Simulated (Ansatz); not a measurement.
**Rhodium, fcc under revPBE: ground state and equation of state**

Aim: take rhodium in the fcc structure, relax it, solve it on a dense k-mesh, switch on spin-orbit coupling, then scale the cell to 7 volumes from 88 to 112 % of the relaxed one and try a fit of the equation of state. The start is ferromagnetic. The k-meshes are 14×14×14 for the relaxation; 23×23×23 for the dense run; 14×14×14 for spin-orbit coupling; 23×23×23 for the volumes. The starting cell is the deposited one, from the Crystallography Open Database.

Computed with Ansatz 0.2.0 (DFT revPBE, plane waves (420 eV) with PAW, scalar-relativistic; PBE-made PAW files, unless a step says otherwise).

## Step 1: The structure to begin with

Symmetry: Fm-3m, No. 225, cubic system. The conventional cell has a = 3.803 Å, b = 3.803 Å, c = 3.803 Å, α = 90.00°, β = 90.00°, γ = 90.00°. Around Rh (site symmetry m-3m) lie 12 Rh at 2.69 Å.

Structure file:

```xyz
1
Lattice="0.0000 1.9016 1.9016 1.9016 0.0000 1.9016 1.9016 1.9016 0.0000" Properties=species:S:1:pos:R:3 pbc="T T T"
Rh    0.0000    0.0000    0.0000
```

Starting moments (μB): +1.

## Step 2: Relaxation of the cell

input.yaml

```yaml
crystal:
  lattice:
    - [0.0, 1.90155, 1.90155]
    - [1.90155, 0.0, 1.90155]
    - [1.90155, 1.90155, 0.0]
  atoms:
    - { symbol: Rh, position: [0.0, 0.0, 0.0], spin: 1.0 }
hamiltonian:
  xc: revpbe
  pseudopotentials:
    kind: paw
    azcp:
      Rh: "pseudopotentials/Rh.paw.azcp"
basis:
  ecutwfc: 420
  fft_grid_basis: typed
kpoints:
  mp_grid: { grid: [14, 14, 14], shift: [0, 0, 0] }
magnetization:
  spin_polarized: true
scf:
  occupations: { method: fermi_dirac, width: 0.05 }
relax:
  max_steps: 60
  f_tol: 0.01
  cell: {}
```

What it wrote:

```text
Warning: RAYON_NUM_THREADS=4 ignored (pool sized by the plan → 4); use --threads N
Engine: ansatz 0.2.0, aarch64-unknown-linux-gnu
Pseudopotentials: kind: paw
Pseudopotential: Rh, paw, valence charge 17, recommended cutoff 420 eV (normal), <dir>
Functional definition: revPBE
  parameter kappa = 1.245
  parameter beta = 0.06672455060314922
  exchange = pbe_x(kappa = kappa, mu = beta*pi^2/3)
  correlation = pbe_c(beta = beta)
Crystal: 1 atoms, lattice volume = 13.752 Å³
Basis set: ecut = 420 eV, 283 PW (Γ), exchange–correlation on 36×36×36 points (8 copies of the dense FFT grid, shifted against one another)
Bands: 13, of which v1, the nominal top of the filled ones, is band 9 counted from 1 (8 counted from 0)
Symmetry: 48 space group operations
Space group: Fm-3m (ITA 225), of the structure as read, at distance tolerance 2.4e-5 Å
Magnetic group: BNS 225.116 (UNI 1618), of the structure as read, at distance tolerance 2.4e-5 Å
k-points: 104 of 2744
Non-local potential: Rh, projectors of the file, l = 0: 3, l = 1: 2, l = 2: 2, l = 3: 1
PAW form: soft (Blöchl's): semilocal exchange-correlation on the pseudo side does not see the compensation charge
PAW frozen core: Rh, regenerated for the run's functional, and the local potential with it (the file was generated under x = pbe(κ = 0.804, μ = 0.2195149727645171), c = pbe(β = 0.06672455060314922))
PAW one-centre angular grid: Rh, 590 points (default); XC on 64 Gauss nodes
Initial density: superposition of atomic densities (chi_scale 0.1, normalization cell)
Starting moments: Σ|m| = 1 μB on 1 of 1 site
Initial wavefunctions: pseudopotential atomic-orbital guess
Functional: x = revpbe(κ = 1.245, μ = 0.2195149727645171), c = pbe(β = 0.06672455060314922)
SCF iter   1: F=—  HF=-6408.713152 eV  |F-HF|=—  |Δ(HF+E_count)|=         —  Δρ=6.24e-2 (↑6.24e-2 ↓4.75e-2)  dr2=1.45e0  dr2_m=3.07e-2  M=0.631 μB ∫|m|=0.638 μB  β_m=0.30  ethr=3.10e-3  ⟨swp⟩=5.1  Hψ=14669  notcnv=0
Mixer restart at iter 1: flushing history
preconditioner: auto → none  [metal: Δε(μ)=0.005 eV  Ē_g=13.983 eV  σ=0.050 eV  W_gap=0.03  n_scr=0 (ndim 8)  ℏωp=30.0 eV  f_vac=0.000  D(μ)=1.41/eV (n_scr^D=14)]
SCF iter   2: F=—  HF=-6408.137278 eV  |F-HF|=—  |Δ(HF+E_count)|=   5.76e-1  Δρ=2.52e-2 (↑2.52e-2 ↓1.82e-2)  dr2=1.28e-1  dr2_m=1.70e-2  M=0.607 μB ∫|m|=0.618 μB  β_m=0.36  ethr=3.10e-3  ⟨swp⟩=2.7  Hψ=6474  notcnv=0  defer=12
SCF iter   3: F=—  HF=-6408.246278 eV  |F-HF|=—  |Δ(HF+E_count)|=         —  Δρ=4.31e-2 (↑4.31e-2 ↓4.22e-2)  dr2=1.27e-2  dr2_m=2.17e-1  M=0.110 μB ∫|m|=0.113 μB  β_m=0.36  ethr=7.52e-4  ⟨swp⟩=2.4  Hψ=4448  notcnv=0  defer=12
Mixer restart at iter 3: flushing history
SCF iter   4: F=—  HF=-6408.225316 eV  |F-HF|=—  |Δ(HF+E_count)|=   2.10e-2  Δρ=2.95e-2 (↑2.95e-2 ↓2.93e-2)  dr2=4.88e-3  dr2_m=1.04e-1  M=0.080 μB ∫|m|=0.083 μB  β_m=0.68  ethr=7.47e-5  ⟨swp⟩=1.0  Hψ=2904  notcnv=0  defer=12
SCF iter   5: F=—  HF=-6408.206964 eV  |F-HF|=—  |Δ(HF+E_count)|=   1.84e-2  Δρ=1.31e-3 (↑1.31e-3 ↓1.08e-3)  dr2=6.22e-5  dr2_m=1.28e-4  M=0.004 μB ∫|m|=0.007 μB  β_m=0.81  ethr=2.87e-5  ⟨swp⟩=2.0  Hψ=4996  notcnv=0  defer=12
SCF iter   6: F=—  HF=-6408.206953 eV  |F-HF|=—  |Δ(HF+E_count)|=   1.12e-5  Δρ=4.30e-4 (↑1.17e-4 ↓4.30e-4)  dr2=2.62e-5  dr2_m=6.17e-6  M=0.001 μB ∫|m|=0.002 μB  β_m=0.80  ethr=3.66e-7  ⟨swp⟩=2.0  Hψ=4466  notcnv=0  defer=12
SCF iter   7: F=—  HF=-6408.206951 eV  |F-HF|=—  |Δ(HF+E_count)|=   1.71e-6  Δρ=2.66e-4 (↑2.66e-4 ↓1.39e-4)  dr2=1.76e-5  dr2_m=7.95e-7  M=0.000 μB ∫|m|=0.001 μB  β_m=0.64  ethr=1.54e-7  ⟨swp⟩=2.1  Hψ=4258  notcnv=0  defer=12
SCF iter   8: F=—  HF=-6408.206945 eV  |F-HF|=—  |Δ(HF+E_count)|=   6.03e-6  Δρ=1.09e-4 (↑1.09e-4 ↓4.15e-5)  dr2=2.28e-6  dr2_m=2.23e-7  M=0.000 μB ∫|m|=0.000 μB  β_m=0.82  ethr=1.03e-7  ⟨swp⟩=2.0  Hψ=3560  notcnv=0  defer=12
SCF iter   9: F=—  HF=-6408.206945 eV  |F-HF|=—  |Δ(HF+E_count)|=   7.44e-7  Δρ=1.90e-5 (↑1.90e-5 ↓7.20e-6)  dr2=6.52e-8  dr2_m=7.75e-9  M=0.000 μB ∫|m|=0.000 μB  β_m=0.88  ethr=1.34e-8  ⟨swp⟩=2.0  Hψ=3950  notcnv=0  defer=12
SCF iter  10: F=—  HF=-6408.206945 eV  |F-HF|=—  |Δ(HF+E_count)|=   1.75e-8  Δρ=1.77e-6 (↑1.77e-6 ↓6.58e-7)  dr2=4.53e-10  dr2_m=8.32e-11  M=0.000 μB ∫|m|=0.000 μB  β_m=0.94  ethr=3.84e-10  ⟨swp⟩=2.0  Hψ=4153  notcnv=0  defer=12
SCF iter  11: F=-6408.206945 eV  HF=-6408.206945 eV  |F-HF|=9.09e-13  |Δ(HF+E_count)|=  2.91e-11  Δρ=1.93e-7 (↑8.41e-8 ↓1.93e-7)  dr2=5.95e-12  dr2_m=1.19e-12  M=0.000 μB ∫|m|=0.000 μB  ethr=2.67e-12  ⟨swp⟩=1.0  Hψ=7915  notcnv=0
WARN: the starting moments were not kept: the SCF closed with an absolute magnetisation of 6.6e-7 μB, where they sum to 1 μB in size (1 site). That is at most 0.1 of that sum. Measured as dr2_m measures the in/out step, that magnetisation stands 2.2e-13 eV from none, at or under the dr2_threshold of 1.0e-7 eV: it is no larger than a step whose dr2_m would equal this threshold. The system may hold no moment; this SCF shows only that its start led to no more than that. To try another start: raise the starting moments (crystal.atoms[].spin, magnetization.per_species, magnetization.initial_magnetization, or on a non-collinear deck that types none of these the spinor_matrix: blocks that start its atoms; where the total moment is fixed, keep their sum and leave initial_magnetization as it is; typed ones take the place of any that the run laid by itself, positive ones on a crystal's lanthanoids without a Hubbard term where scf.initial_density.shell_occupations: [] is typed) or, if the notice of its spin-set hold's release reads "site moments contracting" or "site moments show no strong build", lengthen the hold (scf.mixing.spin_hold: { on: { confirm: 4 } }; for m-r²SCAN on two components see the key's manual first). Each may lead to a state that holds a moment. A second SCF, from the converged charge density, with the starting moments and any scf.initial_density.shell_occupations laid on it anew, would have followed, and was not run: the deck does not ask for one (magnetization.retry_lost_moments is false, the default). To let it run, set magnetization.retry_lost_moments: true and run the deck again, where that key's refused combinations let it; where memory then withholds it, that run's warning says so.
SCF 1 converged in 11 iterations: F = -6408.206945 eV  dr2 = 5.95e-12
relax step   1: F+E_penalty+E_count = -6408.20694453 eV  Δ(F+E_penalty+E_count) = +0.000e0 eV  max|allowed force component| = 0.000e0 eV/Å  Δτ_max = 0.0000 Å  P = +9.194 GPa  Ω = 13.752 Å³  (11 SCF iters, dr2 threshold 1.00e-7 eV, accepted)
Crystal: 1 atoms, lattice volume = 14.598 Å³
Initial density: handed on by an earlier stage of this run
Starting moments: Σ|m| = 1 μB on 1 of 1 site; this step starts from the density that it was given
Initial wavefunctions: those handed on with the density
iter 1 solved again at ethr=7.04e-5 eV; its pass at ethr=3.10e-3 eV (dr2=1.20e-2 eV) is discarded
SCF iter   1: F=—  HF=-6408.214939 eV  |F-HF|=—  |Δ(HF+E_count)|=         —  Δρ=4.89e-3 (↑4.89e-3 ↓4.64e-3)  dr2=1.22e-2  dr2_m=2.63e-4  M=-0.033 μB ∫|m|=0.033 μB  β_m=0.30  ethr=7.04e-5  ⟨swp⟩=1.0  Hψ=19410  notcnv=0
preconditioner: auto → none  [metal: Δε(μ)=0.022 eV  Ē_g=13.464 eV  σ=0.050 eV  W_gap=0.11  n_scr=0 (ndim 8)  ℏωp=29.2 eV  f_vac=0.000  D(μ)=1.31/eV (n_scr^D=14)]
SCF iter   2: F=—  HF=-6408.209758 eV  |F-HF|=—  |Δ(HF+E_count)|=   5.18e-3  Δρ=2.67e-3 (↑2.67e-3 ↓1.52e-3)  dr2=1.15e-3  dr2_m=2.17e-4  M=-0.024 μB ∫|m|=0.024 μB  β_m=0.36  ethr=7.04e-5  ⟨swp⟩=2.5  Hψ=4190  notcnv=0
SCF iter   3: F=—  HF=-6408.210645 eV  |F-HF|=—  |Δ(HF+E_count)|=   8.87e-4  Δρ=1.55e-3 (↑1.55e-3 ↓1.36e-3)  dr2=1.61e-4  dr2_m=1.69e-4  M=-0.016 μB ∫|m|=0.016 μB  β_m=0.68  ethr=6.76e-6  ⟨swp⟩=1.6  Hψ=3083  notcnv=0
SCF iter   4: F=—  HF=-6408.212604 eV  |F-HF|=—  |Δ(HF+E_count)|=         —  Δρ=9.48e-4 (↑3.86e-4 ↓9.48e-4)  dr2=8.96e-5  dr2_m=4.83e-5  M=-0.004 μB ∫|m|=0.004 μB  β_m=0.68  ethr=9.48e-7  ⟨swp⟩=2.3  Hψ=4381  notcnv=0
Mixer restart at iter 4: flushing history
SCF iter   5: F=—  HF=-6408.212918 eV  |F-HF|=—  |Δ(HF+E_count)|=   3.14e-4  Δρ=3.81e-4 (↑3.81e-4 ↓3.46e-4)  dr2=3.65e-6  dr2_m=1.52e-5  M=-0.002 μB ∫|m|=0.002 μB  β_m=0.75  ethr=5.27e-7  ⟨swp⟩=2.1  Hψ=4237  notcnv=0
SCF iter   6: F=—  HF=-6408.213066 eV  |F-HF|=—  |Δ(HF+E_count)|=   1.48e-4  Δρ=3.53e-4 (↑1.12e-4 ↓3.53e-4)  dr2=2.58e-5  dr2_m=3.39e-6  M=-0.001 μB ∫|m|=0.001 μB  β_m=0.75  ethr=2.15e-8  ⟨swp⟩=2.1  Hψ=4344  notcnv=0
SCF iter   7: F=—  HF=-6408.213147 eV  |F-HF|=—  |Δ(HF+E_count)|=   8.06e-5  Δρ=6.61e-5 (↑6.61e-5 ↓4.55e-5)  dr2=1.73e-6  dr2_m=4.28e-8  M=0.000 μB ∫|m|=0.000 μB  β_m=0.87  ethr=2.15e-8  ⟨swp⟩=2.0  Hψ=4583  notcnv=0
SCF iter   8: F=—  HF=-6408.213152 eV  |F-HF|=—  |Δ(HF+E_count)|=   5.33e-6  Δρ=3.86e-5 (↑2.76e-5 ↓3.86e-5)  dr2=6.45e-7  dr2_m=5.99e-9  M=-0.000 μB ∫|m|=0.000 μB  β_m=0.94  ethr=1.02e-8  ⟨swp⟩=2.1  Hψ=3586  notcnv=0
SCF iter   9: F=—  HF=-6408.213154 eV  |F-HF|=—  |Δ(HF+E_count)|=   1.90e-6  Δρ=1.50e-6 (↑1.50e-6 ↓1.20e-6)  dr2=7.09e-10  dr2_m=8.25e-11  M=-0.000 μB ∫|m|=0.000 μB  β_m=0.94  ethr=3.79e-9  ⟨swp⟩=2.0  Hψ=4267  notcnv=0
SCF iter  10: F=-6408.213154 eV  HF=-6408.213154 eV  |F-HF|=1.09e-11  |Δ(HF+E_count)|=   1.61e-9  Δρ=3.81e-7 (↑1.43e-7 ↓3.81e-7)  dr2=2.34e-11  dr2_m=4.27e-12  M=0.000 μB ∫|m|=0.000 μB  ethr=4.17e-12  ⟨swp⟩=1.0  Hψ=8112  notcnv=0
the starting moments were not kept: the SCF closed with an absolute magnetisation of 3.5e-6 μB, where they sum to 1 μB in size (1 site). That is at most 0.1 of that sum. Measured as dr2_m measures the in/out step, that magnetisation stands 6.7e-12 eV from none, at or under the dr2_threshold of 1.0e-7 eV: it is no larger than a step whose dr2_m would equal this threshold.
SCF 2 converged in 10 iterations: F = -6408.213154 eV  dr2 = 2.34e-11
relax step   2: F+E_penalty+E_count = -6408.21315410 eV  Δ(F+E_penalty+E_count) = -6.210e-3 eV  max|allowed force component| = 0.000e0 eV/Å  Δτ_max = 0.0000 Å  P = -5.680 GPa  Ω = 14.598 Å³  energy of the carried Pulay correction = -6.708e-4 eV  (10 SCF iters, dr2 threshold 1.00e-7 eV, accepted)
Crystal: 1 atoms, lattice volume = 14.263 Å³
iter 1 solved again at ethr=1.12e-5 eV; its pass at ethr=3.10e-3 eV (dr2=1.91e-3 eV) is discarded
SCF iter   1: F=—  HF=-6408.220294 eV  |F-HF|=—  |Δ(HF+E_count)|=         —  Δρ=1.94e-3 (↑1.94e-3 ↓1.79e-3)  dr2=1.81e-3  dr2_m=3.67e-5  M=0.012 μB ∫|m|=0.012 μB  β_m=0.65  ethr=1.12e-5  ⟨swp⟩=1.2  Hψ=18501  notcnv=0
preconditioner: auto → none  [metal: Δε(μ)=0.005 eV  Ē_g=13.612 eV  σ=0.050 eV  W_gap=0.02  n_scr=0 (ndim 8)  ℏωp=29.5 eV  f_vac=0.000  D(μ)=1.34/eV (n_scr^D=14)]
SCF iter   2: F=—  HF=-6408.219859 eV  |F-HF|=—  |Δ(HF+E_count)|=   4.35e-4  Δρ=1.62e-3 (↑1.19e-3 ↓1.62e-3)  dr2=7.42e-4  dr2_m=3.38e-5  M=0.006 μB ∫|m|=0.006 μB  β_m=0.36  ethr=1.06e-5  ⟨swp⟩=2.3  Hψ=4551  notcnv=0
SCF iter   3: F=—  HF=-6408.219600 eV  |F-HF|=—  |Δ(HF+E_count)|=   2.59e-4  Δρ=5.98e-4 (↑5.98e-4 ↓5.28e-4)  dr2=2.19e-5  dr2_m=2.55e-5  M=0.006 μB ∫|m|=0.006 μB  β_m=0.68  ethr=4.36e-6  ⟨swp⟩=2.3  Hψ=3794  notcnv=0
SCF iter   4: F=—  HF=-6408.219867 eV  |F-HF|=—  |Δ(HF+E_count)|=         —  Δρ=3.50e-4 (↑1.24e-4 ↓3.50e-4)  dr2=1.39e-5  dr2_m=5.82e-6  M=0.001 μB ∫|m|=0.001 μB  β_m=0.68  ethr=1.29e-7  ⟨swp⟩=2.3  Hψ=4475  notcnv=0
Mixer restart at iter 4: flushing history
SCF iter   5: F=—  HF=-6408.219907 eV  |F-HF|=—  |Δ(HF+E_count)|=   4.02e-5  Δρ=1.30e-4 (↑1.30e-4 ↓1.16e-4)  dr2=7.17e-7  dr2_m=1.49e-6  M=0.000 μB ∫|m|=0.001 μB  β_m=0.74  ethr=8.15e-8  ⟨swp⟩=2.1  Hψ=4189  notcnv=0
SCF iter   6: F=—  HF=-6408.219927 eV  |F-HF|=—  |Δ(HF+E_count)|=   1.98e-5  Δρ=1.21e-4 (↑4.65e-5 ↓1.21e-4)  dr2=3.65e-6  dr2_m=2.82e-7  M=0.000 μB ∫|m|=0.000 μB  β_m=0.74  ethr=4.22e-9  ⟨swp⟩=2.0  Hψ=4377  notcnv=0
SCF iter   7: F=—  HF=-6408.219937 eV  |F-HF|=—  |Δ(HF+E_count)|=   1.04e-5  Δρ=2.44e-5 (↑2.44e-5 ↓1.46e-5)  dr2=1.94e-7  dr2_m=8.08e-9  M=-0.000 μB ∫|m|=0.000 μB  β_m=0.87  ethr=4.22e-9  ⟨swp⟩=2.0  Hψ=4572  notcnv=0
SCF iter   8: F=—  HF=-6408.219938 eV  |F-HF|=—  |Δ(HF+E_count)|=   1.21e-6  Δρ=5.99e-6 (↑5.64e-6 ↓5.99e-6)  dr2=1.87e-8  dr2_m=8.35e-11  M=0.000 μB ∫|m|=0.000 μB  β_m=0.93  ethr=1.14e-9  ⟨swp⟩=2.1  Hψ=4207  notcnv=0
SCF iter   9: F=-6408.219938 eV  HF=-6408.219938 eV  |F-HF|=1.58e-10  |Δ(HF+E_count)|=   5.96e-8  Δρ=7.45e-7 (↑7.45e-7 ↓6.55e-7)  dr2=2.32e-10  dr2_m=8.34e-12  M=0.000 μB ∫|m|=0.000 μB  ethr=1.10e-10  ⟨swp⟩=2.0  Hψ=8310  notcnv=0
the starting moments were not kept: the SCF closed with an absolute magnetisation of 1.9e-6 μB, where they sum to 1 μB in size (1 site). That is at most 0.1 of that sum. Measured as dr2_m measures the in/out step, that magnetisation stands 6.6e-13 eV from none, at or under the dr2_threshold of 1.0e-7 eV: it is no larger than a step whose dr2_m would equal this threshold.
SCF 3 converged in 9 iterations: F = -6408.219938 eV  dr2 = 2.32e-10
relax step   3: F+E_penalty+E_count = -6408.21993829 eV  Δ(F+E_penalty+E_count) = -6.784e-3 eV  max|allowed force component| = 0.000e0 eV/Å  Δτ_max = 0.0000 Å  P = -0.432 GPa  Ω = 14.263 Å³  energy of the carried Pulay correction = -4.100e-4 eV  (9 SCF iters, dr2 threshold 1.00e-7 eV, accepted)
[... 13 lines left out ...]
relax step   4: F+E_penalty+E_count = -6408.21999389 eV  Δ(F+E_penalty+E_count) = -5.560e-5 eV  max|allowed force component| = 0.000e0 eV/Å  Δτ_max = 0.0000 Å  P = +0.023 GPa  Ω = 14.236 Å³  energy of the carried Pulay correction = -3.887e-4 eV  (7 SCF iters, dr2 threshold 1.00e-7 eV, accepted)
Basis set: ecut = 420 eV, 283 PW (Γ), exchange–correlation on 40×40×40 points (8 copies of the dense FFT grid, shifted against one another)
Initial wavefunctions: pseudopotential atomic-orbital guess (no wavefunctions were taken with the density)
iter 1 solved again at ethr=1.09e-8 eV; its pass at ethr=3.10e-3 eV (dr2=1.85e-6 eV) is discarded
SCF iter   1: F=—  HF=-6408.220259 eV  |F-HF|=—  |Δ(HF+E_count)|=         —  Δρ=2.92e-4 (↑2.92e-4 ↓2.92e-4)  dr2=1.40e-6  dr2_m=9.52e-12  M=0.000 μB ∫|m|=0.000 μB  β_m=0.65  ethr=1.09e-8  ⟨swp⟩=3.2  Hψ=22899  notcnv=0
preconditioner: auto → none  [metal: Δε(μ)=0.031 eV  Ē_g=13.653 eV  σ=0.050 eV  W_gap=0.15  n_scr=0 (ndim 8)  ℏωp=29.5 eV  f_vac=0.000  D(μ)=1.31/eV (n_scr^D=14)]
SCF iter   2: F=—  HF=-6408.220360 eV  |F-HF|=—  |Δ(HF+E_count)|=   1.01e-4  Δρ=1.03e-4 (↑1.03e-4 ↓1.03e-4)  dr2=3.51e-7  dr2_m=2.57e-12  M=0.000 μB ∫|m|=0.000 μB  β_m=0.52  ethr=8.22e-9  ⟨swp⟩=2.8  Hψ=4395  notcnv=0
SCF iter   3: F=—  HF=-6408.220370 eV  |F-HF|=—  |Δ(HF+E_count)|=   1.06e-5  Δρ=5.01e-5 (↑5.01e-5 ↓5.01e-5)  dr2=3.69e-8  dr2_m=1.08e-12  M=0.000 μB ∫|m|=0.000 μB  β_m=0.55  ethr=2.06e-9  ⟨swp⟩=2.1  Hψ=3659  notcnv=0
SCF iter   4: F=—  HF=-6408.220374 eV  |F-HF|=—  |Δ(HF+E_count)|=   3.43e-6  Δρ=1.19e-6 (↑1.15e-6 ↓1.19e-6)  dr2=4.43e-10  dr2_m=1.36e-13  M=0.000 μB ∫|m|=0.000 μB  β_m=0.69  ethr=2.17e-10  ⟨swp⟩=2.3  Hψ=4553  notcnv=0
SCF iter   5: F=—  HF=-6408.220374 eV  |F-HF|=—  |Δ(HF+E_count)|=   9.81e-9  Δρ=5.26e-7 (↑5.08e-7 ↓5.26e-7)  dr2=1.42e-10  dr2_m=1.48e-14  M=0.000 μB ∫|m|=0.000 μB  β_m=0.84  ethr=2.61e-12  ⟨swp⟩=2.0  Hψ=3660  notcnv=0
SCF iter   6: F=—  HF=-6408.220374 eV  |F-HF|=—  |Δ(HF+E_count)|=  8.42e-10  Δρ=2.35e-7 (↑2.30e-7 ↓2.35e-7)  dr2=3.15e-11  dr2_m=1.27e-15  M=0.000 μB ∫|m|=0.000 μB  β_m=0.92  ethr=1.00e-12  ⟨swp⟩=2.0  Hψ=3790  notcnv=0
SCF iter   7: F=—  HF=-6408.220374 eV  |F-HF|=—  |Δ(HF+E_count)|=  1.13e-10  Δρ=1.21e-8 (↑1.21e-8 ↓9.89e-9)  dr2=5.86e-14  dr2_m=2.79e-16  M=-0.000 μB ∫|m|=0.000 μB  β_m=0.96  ethr=1.00e-12  ⟨swp⟩=2.2  Hψ=3586  notcnv=0
SCF iter   8: F=-6408.220374 eV  HF=-6408.220374 eV  |F-HF|=9.09e-13  |Δ(HF+E_count)|=    0.00e0  Δρ=3.39e-9 (↑3.08e-9 ↓3.39e-9)  dr2=4.66e-15  dr2_m=4.57e-18  M=-0.000 μB ∫|m|=0.000 μB  ethr=1.00e-12  ⟨swp⟩=3.0  Hψ=8709  notcnv=0
the starting moments were not kept: the SCF closed with an absolute magnetisation of 3.4e-9 μB, where they sum to 1 μB in size (1 site). That is at most 0.1 of that sum. Measured as dr2_m measures the in/out step, that magnetisation stands 7.4e-18 eV from none, at or under the dr2_threshold of 1.0e-11 eV: it is no larger than a step whose dr2_m would equal this threshold.
SCF 5 converged in 8 iterations: F = -6408.220374 eV  dr2 = 4.66e-15
relax step   5: F+E_penalty+E_count = -6408.22037372 eV  Δ(F+E_penalty+E_count) = -3.798e-4 eV  max|allowed force component| = 0.000e0 eV/Å  Δτ_max = 0.0000 Å  P = +0.009 GPa  Ω = 14.236 Å³  stress off target by 8.68e-3 GPa  SCF on the basis re-selected at this cell (its energy is not comparable with the rows above)  (8 SCF iters)
basis re-selected at this cell: Δ(F+E_penalty+E_count) = -3.798e-4 eV, ΔP = -0.015 GPa vs the last step (what re-selecting the basis moved, of the pressure what is left beyond the Pulay correction that the steps carried, after the strain that the cell walked since its last selection, with what the two solves' SCF thresholds leave and, on support functions, any second-order correction that the steps lacked; it is no measure of the basis error at this ecutwfc). The dense FFT grid was sized anew with the basis: this SCF ran on 20×20×20 points, the steps before it on 18×18×18, so part of this shift can come from that change (see relax.cell in the input reference). This SCF's stress stands 8.68e-3 GPa from its target on what of the cell is left free (relax.cell.stress_tol is 5.00e-2 GPa) and its largest allowed force component is 0.00e0 eV/Å (relax.f_tol is 1.00e-2 eV/Å): within both
SCF converged after 8 iterations
Magnetization: -0.0000 μB (8.5000 up, 8.5000 down)
Absolute magnetization: 0.0000 μB (∫|ρ↑−ρ↓|, with the PAW one-centre terms)
Spin contamination: 0.0000 ħ² per cell (⟨S²⟩ above its minimum at these occupations)
Per-site moments (μB) at R_I (Å): [(-3.103703030753521e-9, 1.1221585971009884)]
Free energy (F): -6408.220374 eV
Harris-Foulkes:  -6408.220374 eV  (|F-HF|=9.09e-13)
Internal energy: -6408.209663 eV  (E = F + TS)
E sigma→0 (E₀):  -6408.215018 eV
Entropy (-TS):   -0.010711 eV (-10.711 meV/atom)
Fermi energy:    21.461963 eV
--- Per-component energies (eV) ---
  E_band       = -98.461565
  E_kinetic    = 572.521992
  E_local      = -1605.912847  (includes V_loc(G=0)·N_el)
  E_nonlocal   = 354.006203
  E_hartree    = 564.833559
  E_xc         = -221.760284
  E_vxc        = -278.126493  (∫ρ·V_xc dr)
  E_paw        = -3592.115764  (= ΣΔE_a)
  E_vpaw       = -270.618414  (= ΣTr[D̂ρ^β])
  E_aug_tail   = 0.000873  (compensation charges beyond the density's cutoff)
  E_ewald      = -2479.708532
  E_core_change = -0.074863  (= ΣΔE_core)
  E_smearing   = -0.010711  (= −TS)
  E_closure    = 0.000000  (closes the sum)
  Σ components = -6408.220374   (vs F -6408.220374, Δ=0.00e0)
--- Forces (eV/Å), atoms counted from 1 ---
  atom   1  Rh     0.00000000     0.00000000     0.00000000
  max |Σ_I F_I| component: 2.05e-32 eV/Å
--- Stress (GPa, compression-positive) ---
        0.008684      -0.000000      -0.000000
       -0.000000       0.008684      -0.000000
       -0.000000      -0.000000       0.008684
  P = ⅓ Tr σ = 0.0087 GPa (0.087 kbar)
--- Relaxed structure (4 steps of the walk, 4 accepted, 1 SCFs on fresh bases) ---
  F+E_penalty+E_count = -6408.22037372 eV   max|allowed force component| = 0.000e0 eV/Å   (the final SCF, on the basis selected at the relaxed cell)
  cell:  # Å, volume = 14.2356 Å³
    - [-1.1464587074015083e-34, 1.9236023117015557, 1.9236023117015557]
    - [1.9236023117015557, -1.7833802115134549e-34, 1.9236023117015557]
    - [1.9236023117015557, 1.9236023117015557, 1.592303760279872e-33]
  atoms:
    - { symbol: Rh, position: [0.0, 0.0, 0.0] }
```

Wall time 4.1 s (4 threads of an Arm CPU, shared host); peak memory 0.29 GiB.

The walk, from the log:

```tsv
step	energy change (meV/atom)	largest force (eV/Å)	pressure (GPa)	volume (Å³/atom)
1	0.00	0.0000	9.19	13.752
2	-6.21	0.0000	-5.68	14.598
3	-12.99	0.0000	-0.43	14.263
4	-13.05	0.0000	0.02	14.236
5	-13.43	0.0000	0.01	14.236
```

Steps that repeat a cell are solved on a basis chosen anew, so their changes of energy are no gain of the relaxation.

Changes in the cell that was computed:

|  | before | after | change |
| --- | --- | --- | --- |
| a (Å) | 2.689 | 2.720 | +1.2 % |
| b (Å) | 2.689 | 2.720 | +1.2 % |
| c (Å) | 2.689 | 2.720 | +1.2 % |
| volume (Å³/atom) | 13.752 | 14.236 | +3.5 % |
| shortest distance (Å) | 2.689 | 2.720 | +1.2 % |
| space group (spins left aside) | Fm-3m | Fm-3m | same |

(Part 1 of 2 ends here.)
